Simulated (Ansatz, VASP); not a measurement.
**Two plane-wave programs on SnSe**

```xyz
4
Lattice="4.1382 0.0000 0.0000 -2.0691 3.5838 0.0000 0.0000 0.0000 7.4841" Properties=species:S:1:pos:R:3 pbc="T T T"
Sn    0.0000    0.0000    0.0000
Sn    0.0000    0.0000    3.7420
Se    0.0000    2.3892    1.8710
Se    2.0691    1.1946    5.6131
```

The cell was built by a generator and needn't be a form met in nature.

Alike in both runs: task single point; functional PBE; k mesh 12 × 12 × 4; occupations fermi-dirac, width 0.02 eV; no spin polarisation.

|  | VASP | Ansatz |
| --- | --- | --- |
| version | VASP 6.6.1 | Ansatz 0.2.0 |
| potentials or method | VASP PAW PBE potentials, release 64 (Sn_d, Se) | plane waves, PAW |
| plane-wave cutoff (eV) | 520 | 420 |
| valence electrons in the cell | 40 | 60 |

```tsv
	VASP	Ansatz	Ansatz less VASP
pressure (GPa)	0.8	0.8	+0.01
largest component of the traceless stress (GPa)	0.08	0.08	-0.003
```

The two sets of potentials don't hold the same shells in valence.
